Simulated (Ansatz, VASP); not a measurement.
# C in VASP and in Ansatz

```xyz
6
Lattice="1.8900 -3.8947 0.0000 1.8900 3.8947 0.0000 0.0000 0.0000 2.5135" Properties=species:S:1:pos:R:3 pbc="T T T"
C     0.7730    1.5199    1.8852
C     0.7730   -1.5199    0.6284
C     3.0069    1.5199    1.8852
C     3.0069   -1.5199    0.6284
C     1.8900    0.4326    1.8852
C     1.8900   -0.4326    0.6284
```

Alike in both runs: functional PBE; k mesh 8 × 8 × 10; occupations gaussian, width 0.02 eV; no spin polarisation.

Ansatz relaxed the structure, and its values are those at the end. VASP's run is a single point on that final structure, the one shown.

```csv
,VASP,Ansatz
version,VASP 6.6.1,Ansatz 0.2.0
potentials or method,"VASP PAW PBE potentials, release 64 (C)","scalar-relativistic, plane waves, PAW"
plane-wave cutoff (eV),520,420
valence electrons in the cell,24,24
```

|  | VASP | Ansatz | Ansatz less VASP |
| --- | --- | --- | --- |
| gap on the k mesh at the Fermi level (eV) | 3.39 | 3.40 | +0.008 |
| least direct gap on the mesh (eV) | 3.65 | 3.66 | +0.008 |
| pressure (GPa) | 0.7 | 0.0 | -0.65 |
| rms of the force components (eV/Å) | 0.009 | 0.000 | -0.0090 |

With one functional, cell and mesh, what is left measures potentials, basis and numerics.
